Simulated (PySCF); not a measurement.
**Static response to an electric field**

Species: trifluoromethane, CHF3.
SMILES with atom numbers: `[F:1][CH:2]([F:3])[F:4]` (hydrogens: H5 on C2)

Geometry (GFN2-xTB, Å), atoms numbered from 1 in this order:
```xyz
5
CHF3 angstrom
F     -0.902   -0.816   -0.481
C      0.005   -0.008    0.054
F      1.178   -0.257   -0.516
F     -0.337    1.246   -0.220
H      0.065   -0.163    1.146
```

Level: CAM-B3LYP/def2-SVPD (PySCF), static field, nuclei fixed, core orbitals frozen in the response. The polarisability tensor in these axes (au):

```
x   18.62  0.01 -0.05
y    0.01 18.61  0.14
z   -0.05  0.14 17.67
```

Q: Diagonalise the tensor; give its mean and Δα, where Δα² is half the sum of the squared differences of the eigenvalues.

A: Principal values 17.65, 18.62 and 18.63 au; mean 18.30 au = 2.71 Å³ = 3.02 × 10⁻⁴⁰ C²·m²/J; Δα = 0.97 au (5 % of the mean).

Q: What is the dipole moment, and where does it point?

A: (0.09, -0.23, 1.65) D, 1.67 D in size, pointing from the negative to the positive side. Measured along this direction, the outermost atoms are F1, F3 and F4 at the negative end and H5 at the positive end.

Q: Refractivity n − 1 of an ideal gas of it at 298.15 K and 1 atm, from the electronic α?

A: N = p/kT = 2.4615 × 10¹⁹ cm⁻³, so n − 1 = 2π × N × 2.71 × 10⁻²⁴ cm³ = 419 × 10⁻⁶ at long wavelengths, for an ideal gas.

Q: How large is μ²/3kT at 350 K beside α?

A: In Gaussian units μ²/3kT = 19.18 Å³ against 2.71 Å³, a ratio of 7.07; the Debye molar polarisation (4π/3)N_A(α + μ²/3kT) is 55.2 cm³/mol, leaving out the vibrational part.

Q: What depolarisation ratio follows for Rayleigh scattering of linearly polarised light, taking the static tensor?

A: ρ = 3Δα²/(45ᾱ² + 4Δα²) = 2.8/(15071 + 3.8) ≈ 0.000189.

Q: Traceless (Buckingham) quadrupole moment about the centre of nuclear charge: eigenvalues?

A: -1.86, -1.85, 3.71 D·Å. The values depend on the origin, since the dipole doesn't vanish. The electronic extent ⟨r²⟩ about the same centre is 208 bohr², a root-mean-square distance of 1.31 Å for the 34 electrons.

Q: Estimate the molar refractivity from the static electronic polarisability.

A: Lorentz–Lorenz: R = (4π/3)N_A α = 2.5225 cm³/(mol·Å³) × 2.71 Å³ = 6.8 cm³/mol, in the limit of long wavelengths.

Geometry: GFN2-xTB; no solvent, vibrations or thermal averaging.
